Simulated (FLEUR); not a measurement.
# TePb (Fm-3m) in FLEUR: further runs

The runs below take TePb through band structure, equation of state, with LDA (Perdew-Zunger).

Everything below comes from runs of FLEUR MaX-R8.1 (patched build s14). Logs are shortened: lines on timing, memory, paths and dates and some standing lists are left out, and cuts for length are marked.

**The experiment to reproduce.**

From a printed reference work, monograph, for a bulk crystal of TePb at 4.2 K: band gap 0.19 eV (direct).

The results are compared with them further down.

## 1. The crystal as given

The structure is cubic, space group Fm-3m (No. 225). Conventional cell: a = 6.462 Å, b = 6.462 Å, c = 6.462 Å, α = 90.00°, β = 90.00°, γ = 90.00°. Around Pb (site symmetry m-3m) lie 6 Te at 3.23 Å. Around Te (site symmetry m-3m) lie 6 Pb at 3.23 Å.

## 2. Band structure, LDA (Perdew-Zunger)

Contents of inp.xml:

```xml
<?xml version="1.0" encoding="UTF-8" standalone="no"?>
<fleurInput fleurInputVersion="0.39">
   <comment>
      TePb                                                                                                
   </comment>
   <calculationSetup>
      <cutoffs Kmax="3.8" Gmax="11.8" GmaxXC="11.8" numbands="0"/>
      <scfLoop itmax="60" minDistance="0.00001" maxIterBroyd="15" imix="Anderson" alpha="0.05" precondParam="0.0" spinf="2.0"/>
      <coreElectrons ctail="T" frcor="F" kcrel="0" coretail_lmax="0"/>
      <xcFunctional name="pz" relativisticCorrections="F"/>
      <magnetism jspins="1"/>
      <soc l_soc="F" theta="0.0" phi="0.0" spav="F"/>
      <expertModes spex="0" secvar="F"/>
      <geometryOptimization l_f="F" forcealpha="1.0" forcemix="BFGS" epsdisp="0.00001" epsforce="0.00001"/>
      <ldaU l_linMix="F" mixParam="0.05" spinf="1.0"/>
   </calculationSetup>
   <cell>
      <bzIntegration valenceElectrons="42.0" mode="hist" fermiSmearingEnergy="0.00183747">
         <kPointListSelection listName="default-1"/>
         <!-- k-points included here -->
         <xi:include xmlns:xi="http://www.w3.org/2001/XInclude" href="kpts.xml"> </xi:include>
      </bzIntegration>
      <!-- symmetry operations included here -->
[... 32 lines left out ...]
            <stateOccupation state="(5p1/2)" spinUp="0.666667" spinDown="0.666667"/>
            <stateOccupation state="(5p3/2)" spinUp="1.333333" spinDown="1.333333"/>
         </electronConfig>
         <energyParameters s="5" p="5" d="5" f="4"/>
         <lo type="SCLO" l="1" n="4" eDeriv="0"/>
         <lo type="SCLO" l="1" n="4" eDeriv="1"/>
         <lo type="SCLO" l="2" n="4" eDeriv="0"/>
         <lo type="SCLO" l="2" n="4" eDeriv="1"/>
         <lo type="SCLO" l="0" n="5" eDeriv="2"/>
         <lo type="SCLO" l="3" n="4" eDeriv="2"/>
      </species>
   </atomSpecies>
   <atomGroups>
      <atomGroup species="Lead (Pb)">
         <relPos label="                   1">.0000000000 .0000000000 .0000000000</relPos>
         <force calculate="T" relaxXYZ="TTT"/>
      </atomGroup>
      <atomGroup species="Tellurium (Te)">
         <relPos label="                   2">1.000/2.000 1.000/2.000 1.000/2.000</relPos>
         <force calculate="T" relaxXYZ="TTT"/>
      </atomGroup>
   </atomGroups>
   <output dos="F" band="F" slice="F">
      <checks vchk="F" cdinf="F"/>
      <bandDOS minEnergy="-.5*Htr" maxEnergy="0.5*Htr" sigma="0.015" storeEVData="T"/>
      <vacuumDOS vacdos="F" integ="F" star="F" nstars="0" locx1="0.0" locy1="0.0" locx2="0.0" locy2="0.0" nstm="0" tworkf="0.0"/>
      <unfoldingBand unfoldBand="F" supercellX="1" supercellY="1" supercellZ="1"/>
      <plotting iplot="0" polar="F">
         <plot TwoD="T" vec1="  1.0  0.0  0.0" vec2="  0.0  1.0  0.0" vec3="  0.0  0.0  1.0" zero="  0.0  0.0  0.0" file="plot"/>
      </plotting>
      <chargeDensitySlicing numkpt="0" minEigenval="0.0" maxEigenval="0.0" nnne="0" pallst="F"/>
      <specialOutput eonly="F"/>
      <magneticCircularDichroism mcd="F" energyLo="-10.0" energyUp="0.0"/>
   </output>
  <!-- We include the file relax.xml here to enable relaxations (see documentation) -->
  <xi:include xmlns:xi="http://www.w3.org/2001/XInclude" href="relax.xml"> <xi:fallback/> </xi:include>
</fleurInput>
```

Contents of crystal.txt:

```
TePb
&input cartesian=F /
0.0000000000  3.2310000000  3.2310000000
3.2310000000  0.0000000000  3.2310000000
3.2310000000  3.2310000000  0.0000000000
1.8897261246
1.0 1.0 1.0

2
82 0.0000000000  0.0000000000  0.0000000000
52 0.5000000000  0.5000000000  0.5000000000

&kpt div1=7 div2=7 div3=7 gamma=T /
```

Contents of inp.xml (bands):

```
<?xml version="1.0" encoding="UTF-8" standalone="no"?>
<fleurInput fleurInputVersion="0.39">
   <comment>
      TePb                                                                                                
   </comment>
   <calculationSetup>
      <cutoffs Kmax="3.8" Gmax="11.8" GmaxXC="11.8" numbands="0"/>
      <scfLoop itmax="60" minDistance="0.00001" maxIterBroyd="15" imix="Anderson" alpha="0.05" precondParam="0.0" spinf="2.0"/>
      <coreElectrons ctail="T" frcor="F" kcrel="0" coretail_lmax="0"/>
      <xcFunctional name="pz" relativisticCorrections="F"/>
      <magnetism jspins="1"/>
      <soc l_soc="F" theta="0.0" phi="0.0" spav="F"/>
      <expertModes spex="0" secvar="F"/>
      <geometryOptimization l_f="F" forcealpha="1.0" forcemix="BFGS" epsdisp="0.00001" epsforce="0.00001"/>
      <ldaU l_linMix="F" mixParam="0.05" spinf="1.0"/>
   </calculationSetup>
   <cell>
      <bzIntegration valenceElectrons="42.0" mode="hist" fermiSmearingEnergy="0.00183747">
         <kPointListSelection listName="path-1"/>
         <!-- k-points included here -->
         <xi:include xmlns:xi="http://www.w3.org/2001/XInclude" href="kpts.xml"> </xi:include>
      </bzIntegration>
      <!-- symmetry operations included here -->
      <xi:include xmlns:xi="http://www.w3.org/2001/XInclude" href="sym.xml"> </xi:include>
      <bulkLattice scale="1.0">
[... 31 lines left out ...]
            <stateOccupation state="(5p3/2)" spinUp="1.333333" spinDown="1.333333"/>
         </electronConfig>
         <energyParameters s="5" p="5" d="5" f="4"/>
         <lo type="SCLO" l="1" n="4" eDeriv="0"/>
         <lo type="SCLO" l="1" n="4" eDeriv="1"/>
         <lo type="SCLO" l="2" n="4" eDeriv="0"/>
         <lo type="SCLO" l="2" n="4" eDeriv="1"/>
         <lo type="SCLO" l="0" n="5" eDeriv="2"/>
         <lo type="SCLO" l="3" n="4" eDeriv="2"/>
      </species>
   </atomSpecies>
   <atomGroups>
      <atomGroup species="Lead (Pb)">
         <relPos label="                   1">.0000000000 .0000000000 .0000000000</relPos>
         <force calculate="T" relaxXYZ="TTT"/>
      </atomGroup>
      <atomGroup species="Tellurium (Te)">
         <relPos label="                   2">1.000/2.000 1.000/2.000 1.000/2.000</relPos>
         <force calculate="T" relaxXYZ="TTT"/>
      </atomGroup>
   </atomGroups>
   <output dos="F" band="T" slice="F">
      <checks vchk="F" cdinf="F"/>
      <bandDOS minEnergy="-.5*Htr" maxEnergy="0.5*Htr" sigma="0.015" storeEVData="T"/>
      <vacuumDOS vacdos="F" integ="F" star="F" nstars="0" locx1="0.0" locy1="0.0" locx2="0.0" locy2="0.0" nstm="0" tworkf="0.0"/>
      <unfoldingBand unfoldBand="F" supercellX="1" supercellY="1" supercellZ="1"/>
      <plotting iplot="0" polar="F">
         <plot TwoD="T" vec1="  1.0  0.0  0.0" vec2="  0.0  1.0  0.0" vec3="  0.0  0.0  1.0" zero="  0.0  0.0  0.0" file="plot"/>
      </plotting>
      <chargeDensitySlicing numkpt="0" minEigenval="0.0" maxEigenval="0.0" nnne="0" pallst="F"/>
      <specialOutput eonly="F"/>
      <magneticCircularDichroism mcd="F" energyLo="-10.0" energyUp="0.0"/>
   </output>
  <!-- We include the file relax.xml here to enable relaxations (see documentation) -->
  <xi:include xmlns:xi="http://www.w3.org/2001/XInclude" href="relax.xml"> <xi:fallback/> </xi:include>
</fleurInput>
```

Potentials or basis: all-electron, FLAPW.

Run with:

```bash
inpgen -f crystal.txt -profile fastHighL
# inp.xml edited to the form shown
fleur
fleur   # second run, on inp.xml (bands)
```

The program printed:

```text
Welcome to FLEUR        (www.flapw.de)
      MaX-Release 8.1          (www.max-centre.eu)

 ========== k-point set info ==========
 Selected k-point list: default-1
 k-point list type: mesh
 7 x 7 x 7
 Number of k points: 20

 ------------Calculation Setup---------------------------
 Number of OMP-threads    :            1
 Number of basis functions:          515
 Approximate size of matrices (H+S) per k-point:         0.004 GB
 --------------------------------------------------------
 Iteration:     1   Distance:       8.47034643 me/bohr^3
 Iteration:     2   Distance:       7.93596239 me/bohr^3
 Iteration:     3   Distance:       3.27737342 me/bohr^3
 Iteration:     4   Distance:       1.00446661 me/bohr^3
 Iteration:     5   Distance:       0.68450900 me/bohr^3
 Iteration:     6   Distance:       0.06062610 me/bohr^3
 Iteration:     7   Distance:       0.05448777 me/bohr^3
 Iteration:     8   Distance:       0.01408925 me/bohr^3
 Iteration:     9   Distance:       0.00439747 me/bohr^3
 Iteration:    10   Distance:       0.00388457 me/bohr^3
 Iteration:    11   Distance:       0.00040187 me/bohr^3
 Iteration:    12   Distance:       0.00008728 me/bohr^3
 Iteration:    13   Distance:       0.00007785 me/bohr^3
 Iteration:    14   Distance:       0.00000894 me/bohr^3

 ********************************************************************
 Run finished successfully
 Stop message:
   all done
 ********************************************************************
```

output (bands):

```text
Welcome to FLEUR        (www.flapw.de)
      MaX-Release 8.1          (www.max-centre.eu)

 ========== k-point set info ==========
 Selected k-point list: path-1
 k-point list type: path
 Number of k points: 60

 ------------Calculation Setup---------------------------
 Number of OMP-threads    :            1
 Number of basis functions:          528
 Approximate size of matrices (H+S) per k-point:         0.004 GB
 --------------------------------------------------------
 Fermi energy correction for insulators:
 No automatic correction of the Fermi energy has been performed.

 Note: Band structure data (together with different weights) is also stored in the banddos.hdf file.
       A convenient way of extracting and plotting the data from that file is by making use of the

 ********************************************************************
 Run finished successfully
 Stop message:
   Charge density postprocessing done.
 ********************************************************************
```

out.xml (last iteration):

```text
<iteration numberForCurrentRun="   14" overallNumber="   14">
         <energyParameters units="Htr">
            <atomicEP atomType="1" spin="1" branch="6s" branchLowest="-4.92" branchHighest="0.52" value="-0.1113766727"/>
            <atomicEP atomType="1" spin="1" branch="6p" branchLowest="-2.77" branchHighest="1.35" value="0.1717132836"/>
            <atomicEP atomType="1" spin="1" branch="5d" branchLowest="-14.36" branchHighest="-0.34" value="-0.3696221172"/>
            <atomicEP atomType="1" spin="1" branch="5f" branchLowest="-4.52" branchHighest="1.81" value="0.5112256099"/>
            <loAtomicEP atomType="1" spin="1" branch="5p" branchLowest="-23.26" branchHighest="-2.77" value="-2.7745909906"/>
            <loAtomicEP atomType="1" spin="1" branch="5p" branchLowest="-23.26" branchHighest="-2.77" value="-2.7745909906"/>
            <loAtomicEP atomType="1" spin="1" branch="6s" branchLowest="-4.92" branchHighest="0.52" value="-0.1113766727"/>
            <loAtomicEP atomType="1" spin="1" branch="5d" branchLowest="-14.36" branchHighest="-0.34" value="-0.4077003817"/>
            <loAtomicEP atomType="1" spin="1" branch="5f" branchLowest="-4.52" branchHighest="1.81" value="0.5112038946"/>
            <atomicEP atomType="2" spin="1" branch="5s" branchLowest="-5.61" branchHighest="0.27" value="-0.1903107288"/>
            <atomicEP atomType="2" spin="1" branch="5p" branchLowest="-3.78" branchHighest="0.90" value="0.1136642790"/>
            <atomicEP atomType="2" spin="1" branch="5d" branchLowest="-1.11" branchHighest="2.00" value="0.3636613061"/>
            <atomicEP atomType="2" spin="1" branch="4f" branchLowest="-9.99" branchHighest="1.51" value="0.5218884960"/>
            <loAtomicEP atomType="2" spin="1" branch="4p" branchLowest="-29.08" branchHighest="-3.78" value="-3.7805202609"/>
            <loAtomicEP atomType="2" spin="1" branch="4p" branchLowest="-29.08" branchHighest="-3.78" value="-3.7805202609"/>
            <loAtomicEP atomType="2" spin="1" branch="4d" branchLowest="-20.16" branchHighest="-1.11" value="-1.1202357582"/>
            <loAtomicEP atomType="2" spin="1" branch="4d" branchLowest="-20.16" branchHighest="-1.11" value="-1.1202357582"/>
            <loAtomicEP atomType="2" spin="1" branch="5s" branchLowest="-5.61" branchHighest="0.27" value="-0.1903107288"/>
            <loAtomicEP atomType="2" spin="1" branch="4f" branchLowest="-9.99" branchHighest="1.51" value="0.5218832821"/>
         </energyParameters>
         <eigenvalues>
[... 50 lines left out ...]
            <state n="2" l="0" j="0.5" energy="-577.0545136934" weight="1.0000000000"/>
            <state n="2" l="1" j="0.5" energy="-554.2565696208" weight="1.0000000000"/>
            <state n="2" l="1" j="1.5" energy="-473.8592870293" weight="2.0000000000"/>
            <state n="3" l="0" j="0.5" energy="-138.2184400034" weight="1.0000000000"/>
            <state n="3" l="1" j="0.5" energy="-127.9183206015" weight="1.0000000000"/>
[... 9 lines left out ...]
            <state n="4" l="3" j="3.5" energy="-4.4376648470" weight="4.0000000000"/>
            <state n="5" l="0" j="0.5" energy="-4.9207281162" weight="1.0000000000"/>
         </coreStates>
         <coreStates atomType="     2" atomicNumber=" 52" spin="1" kinEnergy="   6881.1285363188" eigValSum="  -4090.2035546159" lostElectrons=" 0.000011">
            <state n="1" l="0" j="0.5" energy="-1159.8320341980" weight="1.0000000000"/>
            <state n="2" l="0" j="0.5" energy="-177.4997425823" weight="1.0000000000"/>
            <state n="2" l="1" j="0.5" energy="-166.3659417364" weight="1.0000000000"/>
            <state n="2" l="1" j="1.5" energy="-156.2919930534" weight="2.0000000000"/>
            <state n="3" l="0" j="0.5" energy="-34.9791194226" weight="1.0000000000"/>
            <state n="3" l="1" j="0.5" energy="-30.3935320148" weight="1.0000000000"/>
            <state n="3" l="1" j="1.5" energy="-28.5164463919" weight="2.0000000000"/>
            <state n="4" l="0" j="0.5" energy="-5.6104917293" weight="1.0000000000"/>
            <state n="3" l="2" j="1.5" energy="-20.3966090042" weight="2.0000000000"/>
            <state n="3" l="2" j="2.5" energy="-20.0036062418" weight="3.0000000000"/>
         </coreStates>
         <allElectronCharges>
            <spinDependentCharge spin="1" total="134.0000000" interstitial="3.9120544" mtSpheres="130.0879456"/>
            <totalCharge value="133.9999999982"/>
         </allElectronCharges>
         <totalEnergy                                    value="   -27708.2767925860" units="Htr">
            <sumOfEigenvalues                            value="   -17063.1594421398">
               <coreElectrons value="-17008.8339152326"/>
               <valenceElectrons value="-54.3255269072"/>
            </sumOfEigenvalues>
            <densityCoulombPotentialIntegral value="-47858.6897488871"/>
            <densityEffectivePotentialIntegral value="-48587.9412658603"/>
            <chargeDenXCDenIntegral value="-549.4247462984"/>
            <FockExchangeEnergyValence value="0.0000000000"/>
            <FockExchangeEnergyCore value="0.0000000000"/>
            <atomTypeDependentContributions atomType="1">
               <electronNucleiInteractionDifferentMTs value="26453.8360412024"/>
               <MadelungTerm value="-39.1569491786"/>
            </atomTypeDependentContributions>
            <atomTypeDependentContributions atomType="2">
               <electronNucleiInteractionDifferentMTs value="8237.4107928992"/>
               <MadelungTerm value="-23.8852122843"/>
            </atomTypeDependentContributions>
            <tkbTimesEntropy value="0.0000000000"/>
            <freeEnergy value="-27708.2767925860"/>
            <extrapolationTo0K value="-27708.2767925860"/>
         </totalEnergy>
         <densityConvergence units="me/bohr^3">
            <chargeDensity spin="1" distance="0.0000089369"/>
         </densityConvergence>
      </iteration>
```

It took 32 s on 1 thread of Intel Xeon 6975P-C (Granite Rapids), shared host; peak memory 0.05 GiB.

Results:

```yaml
Free_energy: -753980.6220 eV
Band_gap_along_the_path: 0.65 eV, direct
Valence_electrons_inside_the_program's_atomic_spheres: Pb 17.95; Te 20.14 (radii Pb 2.66, Te 2.66 bohr)
```

Levels at the corners of the path, in eV from the Fermi level:
```csv
point,band 17,band 18,band 19,band 20,band 21,band 22,band 23,band 24,band 25,band 26
Γ,-11.95,-5.61,-1.21,-1.21,-1.21,4.13,4.13,4.13,5.97,5.97
X,-10.28,-7.27,-4.37,-2.67,-2.67,3.41,5.52,5.52,6.73,10.50
W,-10.12,-7.95,-3.66,-3.66,-0.22,1.72,5.32,5.32,6.92,6.92
K,-10.19,-7.92,-3.99,-2.16,-1.97,3.65,3.86,5.23,6.00,8.97
Γ,-11.95,-5.61,-1.21,-1.21,-1.21,4.13,4.13,4.13,5.97,5.97
L,-10.53,-8.54,-0.73,-0.73,0.11,0.76,1.35,1.35,8.43,9.38
U,-10.19,-7.92,-3.99,-2.16,-1.97,3.65,3.86,5.23,6.00,8.97
W,-10.12,-7.95,-3.66,-3.66,-0.22,1.72,5.32,5.32,6.92,6.92
L,-10.53,-8.54,-0.73,-0.73,0.11,0.76,1.35,1.35,8.43,9.38
K,-10.19,-7.92,-3.99,-2.16,-1.97,3.65,3.86,5.23,6.00,8.97
U,-10.19,-7.92,-3.99,-2.16,-1.97,3.65,3.86,5.23,6.00,8.97
X,-10.28,-7.27,-4.37,-2.67,-2.67,3.41,5.52,5.52,6.73,10.50
```

Core levels (eV from the Fermi level):
```tsv
atom	levels
1 Pb	1s1/2 -87909.4, 2s1/2 -15707.9, 2p1/2 -15087.5, 2p3/2 -12899.8, 3s1/2 -3766.6, 3p1/2 -3486.3, 3p3/2 -2998.2, 4s1/2 -848.5, 3d3/2 -2536.5, 3d5/2 -2432.6, 4p1/2 -727.3, 4p3/2 -607.6, 4d3/2 -409.9, 4d5/2 -387.5, 4f5/2 -131.2, 4f7/2 -126.2, 5s1/2 -139.3
2 Te	1s1/2 -31566.1, 2s1/2 -4835.5, 2p1/2 -4532.5, 2p3/2 -4258.4, 3s1/2 -957.3, 3p1/2 -832.5, 3p3/2 -781.4, 4s1/2 -158.1, 3d3/2 -560.5, 3d5/2 -549.8
```

Caveat: this odd mesh misses L, where the gap lies, so gap, dielectric constants and Born charges aren't listed; spin-orbit coupling is left out, which moves the levels of the heavy elements.

[end of part 1 of 2]
